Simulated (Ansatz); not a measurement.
## LAPW volumes and bulk moduli in simple lattices

All-electron LAPW (Ansatz 0.2.0), scalar-relativistic, no spin, Fermi–Dirac smearing 0.136 eV, k-meshes of 8 to 18 points an axis; Birch–Murnaghan fits to pressures. Some or most of these lattices are hypothetical for the element, and V0 is the minimum nearest the starting volume; lattices without a usable fit are left out; mesh and smearing are coarse, and magnetic elements are treated as non-magnetic.

| element | lattice | functional | V0 (Å³/atom) | B0 (GPa) | B′ | k-points per axis |
| --- | --- | --- | --- | --- | --- | --- |
| Gd | bcc | PBE | 32.58 | 17.1 | 2.6 | 12 |
| Gd | bcc | PBEsol | 27.83 | 17.5 | 1.8 | 12 |
| Gd | diamond | LDA | 19.32 | 127 | 5.8 | 9 |
| Gd | diamond | PBEsol | 19.99 | 109 | 5.9 | 9 |
| Gd | fcc | PBE | 32.12 | 15.0 | 2.4 | 11 |
| Gd | fcc | PBEsol | 26.63 | 16.8 | 2.7 | 12 |
| Gd | sc | LDA | 16.57 | 78 | 8.2 | 13 |
| Gd | sc | PBEsol | 18.05 | 39 | 10.3 | 12 |

**Question.** Give V0 and B0 for diamond Gd in PBE.

**Answer.** 21.50 Å³/atom and 79.7 GPa.

**Question.** Give V0 and B0 for fcc Gd in LDA.

**Answer.** 23.04 Å³/atom and 22.2 GPa.
